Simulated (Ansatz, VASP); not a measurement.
# In3Ga5O12 (Ga1.2In0.8O3, beta-Ga2O3 type) in two plane-wave programs, part 2 of 2

Aim: how closely do two programs agree when they are given the same cell, functional and k mesh? The cell is invented: As first built, before any earlier steps moved the atoms (in the runner's words): 1x2x1 conventional cells of the Ga2O3 type (40 atoms: 24 O, 10 Ga, 6 In); Ga/In share their sites, the best of 600 random draws by like-pair counts in two shells; start lattice of Ga2O3; atoms moved at random by 0.02 A. It may not be a known or stable phase. The structure shown is the end of the Ansatz relaxation below.

VASP 6.6.1 and Ansatz 0.2.0.

So far: The starting structure; Ansatz: relaxation, PBE with D3(BJ).

## Step 3: VASP: single point, PBE with D3(BJ)

Level of this step: PBE with D3(BJ); plane waves and PAW (O, Ga_d, In_d); invented cell (VASP).

The same cell, functional, mesh and smearing now go to VASP, with its own data sets.

Lines of VASP's logs that name or quote its potential files are left out, and so is its time.

The input, INCAR:

```
SYSTEM = In3Ga5O12
PREC = Accurate
ENCUT = 600
EDIFF = 1E-06
NELM = 120
ISMEAR = -1
SIGMA = 0.01
LREAL = Auto
ALGO = Normal
GGA = PE
IVDW = 12
NBANDS = 204
LORBIT = 11
LWAVE = .FALSE.
LCHARG = .FALSE.
ISIF = 2
ISYM = 0
LASPH = .TRUE.
GGA_COMPAT = .FALSE.
EFERMI = MIDGAP
KPAR = 4
```

The input, POSCAR:

```
In3Ga5O12
1.0
   12.7027240000      0.0037480000      0.1046140000
    0.0019160000      6.4110590000      0.0037830000
   -1.3933840000      0.0031110000      5.8842800000
O Ga In
24 10 6
Direct
    0.1651800000      0.0009200000      0.1059600000
    0.3209700000      0.2349300000      0.8635000000
    0.1687800000      0.0004700000      0.5578800000
    0.3166100000      0.2340900000      0.4281000000
    0.5109500000      0.9999000000      0.2816800000
    0.0084200000      0.2506700000      0.7564800000
    0.6620100000      0.2332200000      0.1024600000
    0.8429100000      0.0197300000      0.9051100000
    0.6779700000      0.2335900000      0.5765200000
    0.8276200000      0.0106200000      0.4307300000
    0.0051800000      0.2279200000      0.2701400000
    0.4999200000      0.0014800000      0.7526300000
    0.1593400000      0.4993500000      0.1104400000
    0.3236500000      0.7652200000      0.8642500000
    0.1611200000      0.4997000000      0.5459000000
    0.3146800000      0.7659400000      0.4278800000
    0.4934500000      0.4998600000      0.2944900000
    0.0177000000      0.7506600000      0.7592900000
    0.6670600000      0.7668700000      0.1016500000
    0.8292100000      0.4834800000      0.8898300000
    0.6701900000      0.7652800000      0.5682800000
    0.8321800000      0.4846100000      0.4588200000
    0.9991500000      0.7717300000      0.2584700000
    0.5164600000      0.4994600000      0.7770200000
    0.0944000000      0.0041200000      0.7977800000
    0.1572700000      0.2436100000      0.3093600000
    0.3320700000      0.0001100000      0.6660500000
    0.5928700000      0.2406700000      0.7959300000
    0.9121600000      0.0059800000      0.2087500000
    0.6647800000      0.0015500000      0.3156300000
    0.8443400000      0.2506800000      0.6949400000
    0.0937000000      0.4969300000      0.7966800000
    0.1542600000      0.7574600000      0.3083500000
    0.5898900000      0.7598400000      0.7975600000
    0.4080900000      0.2408200000      0.1836600000
    0.4072800000      0.7596000000      0.1871400000
    0.3403800000      0.5000300000      0.6625700000
    0.9200600000      0.4952700000      0.2105600000
    0.6603700000      0.4986300000      0.3160300000
    0.8456800000      0.7545100000      0.6954400000
```

The input, KPOINTS:

```
Points of the shifted mesh
18
Reciprocal
 0.2500000000  0.0000000000  0.0000000000 1
 0.2500000000  0.0000000000  0.3333333333 1
 0.2500000000  0.0000000000  0.6666666667 1
 0.2500000000  0.3333333333  0.0000000000 1
 0.2500000000  0.3333333333  0.3333333333 1
 0.2500000000  0.3333333333  0.6666666667 1
 0.2500000000  0.6666666667  0.0000000000 1
 0.2500000000  0.6666666667  0.3333333333 1
 0.2500000000  0.6666666667  0.6666666667 1
 0.7500000000  0.0000000000  0.0000000000 1
 0.7500000000  0.0000000000  0.3333333333 1
 0.7500000000  0.0000000000  0.6666666667 1
 0.7500000000  0.3333333333  0.0000000000 1
 0.7500000000  0.3333333333  0.3333333333 1
 0.7500000000  0.3333333333  0.6666666667 1
 0.7500000000  0.6666666667  0.0000000000 1
 0.7500000000  0.6666666667  0.3333333333 1
 0.7500000000  0.6666666667  0.6666666667 1
```

The projector-augmented-wave data sets are O, Ga_d and In_d (PBE family, release 64).

Run with:

```
$ mpirun -np 4 vasp_std
```

Numbers of over 12 decimals in the logs are rounded to 6 here.

The log of the run:

```text
[banner, memory and clock lines left out]
running    4 mpi-ranks, on    1 nodes
[...]
LDA part: xc-table for (Slater+PW92), standard interpolation
 POSCAR, INCAR and KPOINTS ok, starting setup
[...]
entering main loop
       N       E                     dE             d eps       ncg     rms          rms(c)
DAV:   1     0.756461645466E+04    0.75646E+04   -0.14700E+05  7752   0.315E+03
DAV:   2     0.194761217908E+04   -0.56170E+04   -0.52519E+04  7344   0.985E+02
DAV:   3     0.756361298266E+02   -0.18720E+04   -0.17675E+04  8856   0.388E+02
DAV:   4    -0.240833903350E+03   -0.31647E+03   -0.30708E+03  8952   0.162E+02
[...]
DAV:  19    -0.229900665650E+03    0.12285E-06   -0.12538E-05  7592   0.333E-02    0.347E-03
DAV:  20    -0.229900666057E+03   -0.40698E-06   -0.11109E-05  7432   0.151E-02    0.335E-03
DAV:  21    -0.229900665991E+03    0.66153E-07   -0.18049E-06  5048   0.116E-02
   1 F= -.23778594E+03 E0= -.23778594E+03  d E =0.000000E+00
```

Parts of OUTCAR (step 3):

```text
 Edisp (eV)   -7.88527

  Total       0.95419     1.38568     1.09151     0.00025    -0.01558     0.09312
  in kB       3.18406     4.62389     3.64228     0.00082    -0.05200     0.31072
  external pressure =        3.82 kB  Pullay stress =        0.00 kB

 POSITION                                       TOTAL-FORCE (eV/Angst)
 -----------------------------------------------------------------------------------
      1.95059      0.00685      0.64078         0.026806     -0.001195     -0.010447
      2.87446      1.51004      5.11554        -0.025326      0.008675     -0.000122
      1.36663      0.00538      3.30038        -0.014224     -0.002376     -0.012216
      3.42575      1.50328      2.55307         0.013875      0.007926      0.007159
      6.09988      6.41321      1.71472         0.017136     -0.001155      0.019850
     -0.94663      1.60945      4.45317        -0.010767     -0.002123     -0.003543
      8.26701      1.49799      0.67304         0.015632      0.007028     -0.013780
      9.44613      0.13247      5.41418        -0.015590     -0.008431      0.012954
      7.80920      1.50189      3.46421        -0.002929      0.005006     -0.017724
      9.91288      0.07253      2.62116         0.008923     -0.002023      0.022945
     -0.31017      1.46207      1.59098         0.005648     -0.019944      0.006005
      5.30165      0.01370      4.48099        -0.028700     -0.002485     -0.005294
      1.87112      3.20230      0.66842         0.021386      0.002327      0.001428
      2.90847      4.90977      5.12224        -0.023578     -0.010469     -0.000451
[...]
-----------------------------------------------------------------------------------
    total drift:                               -0.027139      0.012585      0.005745

  FREE ENERGIE OF THE ION-ELECTRON SYSTEM (eV)
  ---------------------------------------------------
  free  energy   TOTEN  =      -237.7859356775 eV

  energy  without entropy=     -237.7859356775  energy(sigma->0) =     -237.78593568

[... 3 further parts left out ...]
[key lines of the parts left out:]
E-fermi :   4.9184
```

The run ends at a pressure of 0.38 GPa, with forces up to 0.031 eV/Å.

## Step 4: Comparison

Known differences besides the potentials themselves: the cutoff is 420 eV in Ansatz and 600 eV in VASP (PREC = Accurate, projectors in real space); Ansatz's pressure holds a Pulay correction, VASP's none. Total energies have different zeros and are not compared.

Both answers:

| quantity | Ansatz | VASP | difference |
| --- | --- | --- | --- |
| pressure (GPa) | -0.01 | 0.38 | -0.39 |
| gap on the k mesh (eV) | 1.659 | 1.645 | +0.014 |

At this near-relaxed geometry the largest component of a force difference is 29 meV/Å. A gap on the mesh is an upper bound, since the band edges may lie between its points.

## Step 5: Summary of results

| Property | Result |
| --- | --- |
| difference in gap on the k mesh (single point, PBE with D3(BJ)) | 0.014 eV |
| r.m.s. force difference (single point, PBE with D3(BJ)) | 11 meV/Å |

What this shows: The r.m.s. force difference is 11 meV/Å (single point, PBE with D3(BJ)), within the 12 meV/Å picked in this series as the mark of a large difference. How closely two codes agree says nothing of how well the functional describes the real material.

[Lines on the potential files, build, host, timing and source positions are cut from VASP's logs without a mark.]

[Logs are printed without paths, hosts, clocks, repeated set-up lines and the standing remarks that a program may print on its own settings, such as how far it seeks lower states.]

[Hosts, paths, dates, database ids (printed as entryN), source tags and the programs' standing remarks are cut or masked in the printed files.]
